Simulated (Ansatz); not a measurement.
# MoS2 in Ansatz: relaxation of cell and atoms with HSE06

Aim: the relaxation of cell and atoms of MoS2 with HSE06.

Program: Ansatz 0.2.0. These are calculated values, not measurements. Logs are shortened: lines on timing, memory, paths and dates and some standing lists are left out, and cuts for length are marked.

### 1 Starting point

The cell holds a slab with vacuum, 3 atoms: a = 3.184 Å, b = 3.184 Å, c = 17.335 Å, α = 90.00°, β = 90.00°, γ = 120.00°.

### 2 Relaxation of cell and atoms, HSE06

Input file input:

```
crystal:
  lattice:
    - [3.1841260822, 0.0, 0.0]
    - [-1.5920630411, 2.757534076, 0.0]
    - [0.0, 0.0, 17.33459995]
  atoms:
    - { symbol: Mo, position: [0.0, 0.0, 0.0] }
    - { symbol: S, position: [0.3333333333, 0.6666666667, 0.91050702] }
    - { symbol: S, position: [0.3333333333, 0.6666666667, 0.08949298] }
hamiltonian:
  xc: hse06
  pseudopotentials: { kind: paw }
kpoints:
  mp_grid: { grid: [6, 6, 2] }
scf:
  occupations: { method: fermi_dirac, width: 0.05 }
output:
  forces: true
  stress: true
  eigenvalues: true
  write_density: true
  write_potential: true
  elf: true
  volumetric_format: npy
relax:
  f_tol: 0.01
  max_steps: 40
  cell: { stress_tol: 0.05 }
```

Potentials or basis: Ansatz PAW.

Output:

```text
GPUs: using 1 of 1 available (devices: 1).
Engine: ansatz 0.2.0, x86_64-unknown-linux-gnu
Pseudopotentials: kind: paw
Pseudopotential: Mo, paw, valence charge 14, recommended cutoff 420 eV (normal), Mo.paw.azcp
Pseudopotential: S, paw, valence charge 6, recommended cutoff 420 eV (normal), S.paw.azcp
Functional definition: HSE06
  parameter a = 0.25
  parameter omega = 0.11/bohr
  exchange = pbe_x - a*pbe_x_sr(omega) + a*exact_x_sr(omega)
  correlation = pbe_c
device memory: the entry about to start is reckoned to put 0.8 GiB on a device that reports 58.7 GiB free (of which the cap on the GPU budget leaves the run 18.0 GiB)
GPU FFT provider: cuFFT
GPU libraries: cuBLAS 13.8.2, cuFFT 12.4.0, cuSOLVER 12.3.4
Crystal: 3 atoms, lattice volume = 152.204 Å³
Basis set: ecut = 420 eV, 3021 PW (Γ), exchange–correlation on 48×48×240 points (8 copies of the dense FFT grid, shifted against one another)
Bands: 17, of which v1, the nominal top of the filled ones, is band 13 counted from 1 (12 counted from 0)
Symmetry: 12 space group operations
Space group: P-6m2 (ITA 187), of the structure as read, at distance tolerance 5.3e-5 Å
k-points: 14 of 72 (time reversal used)
Non-local potential: Mo, projectors of the file, l = 0: 3, l = 1: 2, l = 2: 2, l = 3: 1
Non-local potential: S, projectors of the file, l = 0: 2, l = 1: 2, l = 2: 2
PAW form: soft (Blöchl's): semilocal exchange-correlation on the pseudo side does not see the compensation charge
PAW frozen core: Mo, regenerated for the run's functional, and the local potential with it (the file was generated under x = pbe(κ = 0.804, μ = 0.2195149727645171), c = pbe(β = 0.06672455060314922))
PAW frozen core: S, regenerated for the run's functional, and the local potential with it (the file was generated under x = pbe(κ = 0.804, μ = 0.2195149727645171), c = pbe(β = 0.06672455060314922))
PAW one-centre angular grid: Mo, 590 points (default); XC on 64 Gauss nodes
PAW one-centre angular grid: S, 110 points (default); XC on 64 Gauss nodes
Initial density: superposition of atomic densities (neutral atoms: chi_scale 0, normalization atom), corrected by the library's trained network
Initial wavefunctions: pseudopotential atomic-orbital guess
GPU buffer pool allocated for 69120 grid points (all kernels)
GPU transforms: local potential and band sums: pruned to the plane-wave sphere, on 24×24×120
Functional: x = pbe(κ = 0.804, μ = 0.2195149727645171), c = pbe(β = 0.06672455060314922), warm-up for x = pbe(κ = 0.804, μ = 0.2195149727645171) + 0.25 (exact − pbe) at short range (hse, ω = 0.20786987370883472 Å⁻¹), c = pbe(β = 0.06672455060314922); HSE06 as pw.x's `hse` composes it (authors' and Libxc's form: `xc: wpbeh`)
SCF iter   1: F=—  HF=-6762.801445 eV  |F-HF|=—  |Δ(HF+E_count)|=         —  Δρ=3.30e-3  dr2=5.31e-3  ethr=1.77e-3  ⟨swp⟩=5.3  Hψ=996  notcnv=0
preconditioner: auto → none  [insulator: Δε(μ)=1.580 eV  Ē_g=8.063 eV  σ=0.050 eV  W_gap=1.00  n_scr=10 (ndim 8)  ℏωp=12.8 eV  f_vac=0.618  D(μ)=0.00/eV (n_scr^D=0)]
SCF iter   2: F=—  HF=-6762.808434 eV  |F-HF|=—  |Δ(HF+E_count)|=   6.99e-3  Δρ=1.99e-3  dr2=6.67e-3  ethr=2.04e-5  ⟨swp⟩=3.8  Hψ=662  notcnv=0
SCF iter   3: F=—  HF=-6762.810555 eV  |F-HF|=—  |Δ(HF+E_count)|=   2.12e-3  Δρ=1.78e-3  dr2=1.01e-2  ethr=2.04e-5  ⟨swp⟩=3.6  Hψ=615  notcnv=0
iter 4 solved again at ethr=7.29e-7 eV; its pass at ethr=2.04e-5 eV (dr2=1.90e-4 eV) is discarded
SCF iter   4: F=—  HF=-6762.809922 eV  |F-HF|=—  |Δ(HF+E_count)|=   6.33e-4  Δρ=7.35e-4  dr2=1.84e-4  ethr=7.29e-7  ⟨swp⟩=3.0  Hψ=913  notcnv=0
SCF iter   5: F=—  HF=-6762.810461 eV  |F-HF|=—  |Δ(HF+E_count)|=   5.39e-4  Δρ=4.20e-5  dr2=1.06e-6  ethr=7.07e-7  ⟨swp⟩=3.0  Hψ=524  notcnv=0
SCF iter   6: F=—  HF=-6762.810462 eV  |F-HF|=—  |Δ(HF+E_count)|=   1.36e-6  Δρ=1.01e-5  dr2=8.41e-8  ethr=4.09e-9  ⟨swp⟩=3.3  Hψ=542  notcnv=0
SCF iter   7: F=—  HF=-6762.810462 eV  |F-HF|=—  |Δ(HF+E_count)|=   2.36e-7  Δρ=1.98e-6  dr2=4.25e-9  ethr=3.24e-10  ⟨swp⟩=3.0  Hψ=526  notcnv=0
SCF iter   8: F=—  HF=-6762.810462 eV  |F-HF|=—  |Δ(HF+E_count)|=   2.54e-8  Δρ=4.71e-7  dr2=1.69e-10  ethr=1.63e-11  ⟨swp⟩=3.2  Hψ=538  notcnv=0
SCF iter   9: F=-6762.810462 eV  HF=-6762.810462 eV  |F-HF|=1.82e-11  |Δ(HF+E_count)|=   4.44e-9  Δρ=8.52e-8  dr2=9.29e-12  ethr=1.00e-12  ⟨swp⟩=3.3  Hψ=527  notcnv=0
SCF 1 converged in 9 iterations: F = -6762.810462 eV  dr2 = 9.29e-12
device memory: the entry about to start is reckoned to put 1.4 GiB (of the 1.4 GiB reckoned in all, the device holds 0.1 GiB already) on a device that reports 58.9 GiB free (of which the cap on the GPU budget leaves the run 18.0 GiB)
GPU FFT provider: cuFFT
GPU libraries: cuBLAS 13.8.2, cuFFT 12.4.0, cuSOLVER 12.3.4
Initial density: handed on by an earlier stage of this run
[... 61 lines left out ...]
SCF iter   1: F=—  HF=-6765.801277 eV  |F-HF|=—  |Δ(HF+E_count)|=         —  Δρ=2.44e-3  dr2=1.96e-2  ethr=8.09e-5  ⟨swp⟩=4.0  Hψ=1208  notcnv=0
preconditioner: auto → none  [insulator: Δε(μ)=2.280 eV  Ē_g=9.678 eV  σ=0.050 eV  W_gap=1.00  n_scr=10 (ndim 8)  ℏωp=13.0 eV  f_vac=0.618  D(μ)=0.00/eV (n_scr^D=0)]
SCF iter   2: F=—  HF=-6765.802714 eV  |F-HF|=—  |Δ(HF+E_count)|=   1.44e-3  Δρ=2.71e-3  dr2=3.86e-2  ethr=6.86e-5  ⟨swp⟩=4.0  Hψ=676  notcnv=0
iter 3 solved again at ethr=1.83e-6 eV; its pass at ethr=6.86e-5 eV (dr2=4.76e-4 eV) is discarded
SCF iter   3: F=—  HF=-6765.796644 eV  |F-HF|=—  |Δ(HF+E_count)|=   6.07e-3  Δρ=7.22e-4  dr2=2.86e-3  ethr=1.83e-6  ⟨swp⟩=2.9  Hψ=1020  notcnv=0
SCF iter   4: F=—  HF=-6765.831315 eV  |F-HF|=—  |Δ(HF+E_count)|=   3.47e-2  Δρ=1.34e-3  dr2=3.13e-3  ethr=1.79e-6  ⟨swp⟩=4.6  Hψ=910  notcnv=0
SCF iter   5: F=—  HF=-6765.830215 eV  |F-HF|=—  |Δ(HF+E_count)|=   1.10e-3  Δρ=3.09e-4  dr2=1.17e-4  ethr=1.79e-6  ⟨swp⟩=4.0  Hψ=616  notcnv=0
[... 147 lines left out ...]
SCF 13 converged in 6 iterations: F = -6765.834114 eV  dr2 = 1.04e-11
  Residual-converged pass: ⟨swp⟩=5.5  Hψ=863  notcnv=0  max |occ|·‖R‖ = 1.0e-8 eV (tolerance 1.0e-8 eV)  dr2=1.11e-11  dr2_onsite=7.54e-13  max |Δocc| = 5.6e-15
hybrid outer 1: dexx = +1.450e-9 eV, tail = 6.69e-11 eV
GPU FFT provider: cuFFT
GPU libraries: cuBLAS 13.8.2, cuFFT 12.4.0, cuSOLVER 12.3.4
GPU buffer pool allocated for 69120 grid points (all kernels)
GPU transforms: local potential and band sums: pruned to the plane-wave sphere, on 24×24×120
Exchange kernel: α = 0.2500, screened, ω = 0.2079 Å⁻¹, Wigner–Seitz truncation, v(0) = 1044.2290 eV·Å³, q-mesh 6×6×2, nearest image of the exchange supercell L = 18.90 Å, pair-density grid 15×15×75, without the augmentation charges, whose exchange is taken in its separable form by FFT convolution over the k-point mesh (sized by the pseudopotential files, 20×20×120 at the most), smooth part of the exact exchange by density-matrix convolution in up to 4.24 GiB of GPU memory as planned if the GPU has room (build and FFT work areas not counted)
Frozen-core exchange: fock
SCF iter   1: F=—  HF=-6765.834114 eV  |F-HF|=—  |Δ(HF+E_count)|=         —  Δρ=1.35e-7  dr2=4.04e-11  ethr=1.29e-12  ⟨swp⟩=15.0  Hψ=1013  notcnv=2
preconditioner: auto → none  [insulator: Δε(μ)=2.232 eV  Ē_g=9.654 eV  σ=0.050 eV  W_gap=1.00  n_scr=10 (ndim 8)  ℏωp=12.9 eV  f_vac=0.619  D(μ)=0.00/eV (n_scr^D=0)]
SCF iter   2: F=-6765.834114 eV  HF=-6765.834114 eV  |F-HF|=3.64e-12  |Δ(HF+E_count)|=  9.09e-12  Δρ=2.35e-8  dr2=4.22e-13  ethr=1.00e-12  ⟨swp⟩=2.0  Hψ=420  notcnv=0
SCF 14 converged in 2 iterations: F = -6765.834114 eV  dr2 = 4.22e-13
  Residual-converged pass: ⟨swp⟩=5.2  Hψ=803  notcnv=0  max |occ|·‖R‖ = 9.3e-9 eV (tolerance 1.0e-8 eV)  dr2=4.20e-13  dr2_onsite=4.95e-14  max |Δocc| = 1.4e-22
hybrid outer 2: dexx = +1.222e-12 eV, tail = 9.77e-13 eV, Δε = 4.58e-6 eV (about 7.24e-7 eV left of the loop's levels), ΔF = 1.25e-5 eV/Å (tail 5.02e-5)
relax step   5: F+E_penalty+E_count = -6765.83411412 eV  Δ(F+E_penalty+E_count) = +1.583e-4 eV  max|allowed force component| = 1.598e-4 eV/Å  Δτ_max = 0.0000 Å  P = -0.001 GPa  Ω = 148.948 Å³  stress off target by 1.06e-3 GPa  SCF on the basis re-selected at this cell (its energy is not comparable with the rows above)  (8 SCF iters)
basis re-selected at this cell: Δ(F+E_penalty+E_count) = +1.583e-4 eV, ΔP = +0.000 GPa vs the last step (what re-selecting the basis moved, of the pressure what is left beyond the Pulay correction that the steps carried, after the strain that the cell walked since its last selection, with what the two solves' SCF thresholds leave and, on support functions, any second-order correction that the steps lacked; it is no measure of the basis error at this ecutwfc). This SCF's stress stands 1.06e-3 GPa from its target on what of the cell is left free (relax.cell.stress_tol is 5.00e-2 GPa) and its largest allowed force component is 1.60e-4 eV/Å (relax.f_tol is 1.00e-2 eV/Å): within both
WARN: The output density's exchange-correlation potential varies sharply where the density is thin. Do not read a vacuum level from v_tot or v_xc, or from such a field of the output density. On a cell that repeats whose density bears no net charge and no dipole along the vacuum's axis use v_es (v_loc + v_h of the components); under efield.dipole_correction with no amplitude use v_es + v_field, which holds any external_charges[].barrier, or the levels of the report's work_function block, which leave it out; under a non-zero efield.amplitude the vacuum is tilted and has no level; on a cell that repeats and bears such a dipole with no correction it is tilted too, and efield.dipole_correction with no amplitude gives each side of its ramp a level where efield: is served; in a cell that repeats whose density bears a net charge (total_charge, or a fill off its count) it is curved and has none; of a slab under crystal.periodic whose density bears no net charge use v_es, which has a level on each side, short of where the two are joined; of another it falls or rises all the way out and has none; of a slab beside external_charges read slab_vacuum_level instead, which it has where they leave it neutral. The grid or the basis barely resolves most such structure, and the values can differ between equally converged runs; as a rule a tighter scf.convergence.dr2_threshold does not remove it. Where the density itself ripples (under the LDA too) a higher basis.ecutwfc lessens it. The files hold the spikes' plane waves up to the density's cutoff. Files: v_tot_of_output_density and the like, and their columns of v_z.tsv (output.write_potential); v_xc_of_output_density and the like, and their columns of v_comp_z.tsv (output.write_potential_components). Measured: with its Gaussian average of σ = 0.25 Å subtracted twice, the exchange-correlation potential is over 0.1 eV at 1 of the grid points where the equally averaged density (valence and model cores) is under 1e-3 e/Å³, and 0.163 eV at the most among them, at an averaged density of 4.5e-9 e/Å³. See output.write_potential in the manual, Limitations
hybrid SCF converged: 2 outer / 8 inner (+0 warm-up), last move |dexx| = 1.22e-12 eV, tail = 9.77e-13 eV
Stability not checked: this state was not tested for a lower state beside it, because the functional holds exact exchange (a hybrid, or Hartree-Fock), whose exchange loop this test does not read (fock_operator; see scf.lower_state_search)
Free energy (F): -6765.834114 eV
Frozen-core exchange: fock
Harris-Foulkes:  -6765.834114 eV  (|F-HF|=3.64e-12)
Internal energy: -6765.834114 eV  (E = F + TS)
E sigma→0 (E₀):  -6765.834114 eV
Fermi energy:    0.564708 eV
--- Per-component energies (eV) ---
  E_band       = -472.179496
  E_kinetic    = 655.363531
  E_local      = -13310.132098  (includes V_loc(G=0)·N_el)
  E_nonlocal   = 197.080444
  E_hartree    = 6292.214309
  E_xc         = -303.861357
  E_vxc        = -323.619396  (∫ρ·V_xc dr)
  E_exx        = -64.545410  (= α·E_x^exact, valence–valence)
  E_paw        = -4413.993268  (= ΣΔE_a)
  E_vpaw       = -146.209812  (= ΣTr[D̂ρ^β])
  E_aug_tail   = 0.000037  (compensation charges beyond the density's cutoff)
  E_ewald      = 4182.665639
  E_core_change = -0.625942  (= ΣΔE_core)
  E_smearing   = -0.000000  (= −TS)
  E_closure    = -0.000000  (closes the sum)
  Σ components = -6765.834114   (vs F -6765.834114, Δ=0.00e0)
--- Forces (eV/Å), atoms counted from 1 ---
  atom   1  Mo     0.00000000     0.00000000    -0.00000000
  atom   2  S     -0.00000000    -0.00000000     0.00015983
  atom   3  S     -0.00000000    -0.00000000    -0.00015983
  max |Σ_I F_I| component: 5.67e-17 eV/Å
--- Stress (GPa, compression-positive) ---
       -0.000436      -0.000000      -0.000000
       -0.000000      -0.000436       0.000000
       -0.000000       0.000000      -0.001064
  P = ⅓ Tr σ = -0.0006 GPa (-0.006 kbar)
--- Band table (eV; the first three rows and the last of 14) ---
  k-point 0: bands = ["-65.3716", "-38.1345", "-37.8465", "-37.8465", "-16.4130", "-14.8795", "-7.0792", "-3.6564", "-3.6564", "-2.6893", "-2.2724", "-2.2724", "-0.6089", "3.0614", "3.0614", "3.3492", "3.3492"]
  k-point 1: bands = ["-65.3716", "-38.1345", "-37.8465", "-37.8465", "-16.4130", "-14.8795", "-7.0792", "-3.6564", "-3.6564", "-2.6893", "-2.2724", "-2.2724", "-0.6089", "3.0614", "3.0614", "3.3492", "3.3492"]
  k-point 2: bands = ["-65.3587", "-38.1090", "-37.9757", "-37.8758", "-15.9545", "-14.7024", "-6.6017", "-4.5029", "-3.9481", "-3.1747", "-2.9155", "-1.8678", "-0.9405", "2.5029", "2.8751", "2.8849", "3.7617"]
  k-point 13: bands = ["-65.3132", "-38.2166", "-38.1754", "-38.0188", "-13.9141", "-13.8765", "-6.8157", "-5.9116", "-5.2371", "-4.7036", "-3.8931", "-3.1210", "-0.5553", "1.6765", "3.3786", "3.9648", "5.5807"]
--- Relaxed structure (4 steps of the walk, 4 accepted, 1 SCFs on fresh bases) ---
  F+E_penalty+E_count = -6765.83411412 eV   max|allowed force component| = 1.598e-4 eV/Å   (the final SCF, on the basis selected at the relaxed cell)
  cell:  # Å, volume = 148.9480 Å³
    - [3.1500124395280045, 0.0, 0.0]
    - [-1.5750062197640022, 2.7279907948682443, 0.0]
    - [0.0, 0.0, 17.333227441073312]
  atoms:
    - { symbol: Mo, position: [-3.0814879110195774e-33, -2.8783559898885975e-17, 0.0] }
    - { symbol: S, position: [0.33333333333333337, 0.6666666666666667, 0.9107015170650906] }
    - { symbol: S, position: [0.33333333333333337, 0.6666666666666667, 0.08929848293490916] }
```

It took 67 s on 1 × NVIDIA H100 80GB HBM3 with 2 threads of AMD EPYC 7R13 (Zen 3), shared host; peak memory 2.8 GiB.

Results:

| Item | Value |
| --- | --- |
| Free energy | -6765.8341 eV |
| Relaxed volume | 49.65 Å³/atom |
| Relaxed cell | a = 3.150 Å, b = 3.150 Å, c = 17.333 Å, α = 90.00°, β = 90.00°, γ = 120.00° |
| Space group after relaxing (to 0.05 Å) | P-6m2 (No. 187) |
| Energy gained by relaxing | 5.3 meV/atom |
| Ionic steps | 5 |
| Band gap on the k mesh | 2.23 eV, direct |

The path:
| step | energy change (eV) | largest force (eV/Å) | volume (Å³) |
| --- | --- | --- | --- |
| 1 | 0.0000 | 0.2943 | 152.20 |
| 2 | -0.0126 | 0.0539 | 147.26 |
| 3 | -0.0159 | 0.0176 | 149.05 |
| 4 | -0.0160 | 0.0002 | 148.95 |
| 5 | -0.0158 | 0.0002 | 148.95 |

Final structure:
```cif
data_structure
_symmetry_space_group_name_H-M 'P 1'
_symmetry_Int_Tables_number 1
_cell_length_a 3.1500
_cell_length_b 3.1500
_cell_length_c 17.3332
_cell_angle_alpha 90.000
_cell_angle_beta 90.000
_cell_angle_gamma 120.000
_cell_volume 148.95
loop_
_atom_site_label
_atom_site_type_symbol
_atom_site_fract_x
_atom_site_fract_y
_atom_site_fract_z
_atom_site_occupancy
Mo1 Mo 0.00000 0.00000 0.00000 1
S1 S 0.33333 0.66667 0.91070 1
S2 S 0.33333 0.66667 0.08930 1
```

Caveat: the plane-wave basis is chosen anew once the cell has moved, so the energies of steps on either side of that aren't comparable; the PAW data sets come from PBE, with cores solved anew for the run's functional, which leaves a small shift of forces and pressure.
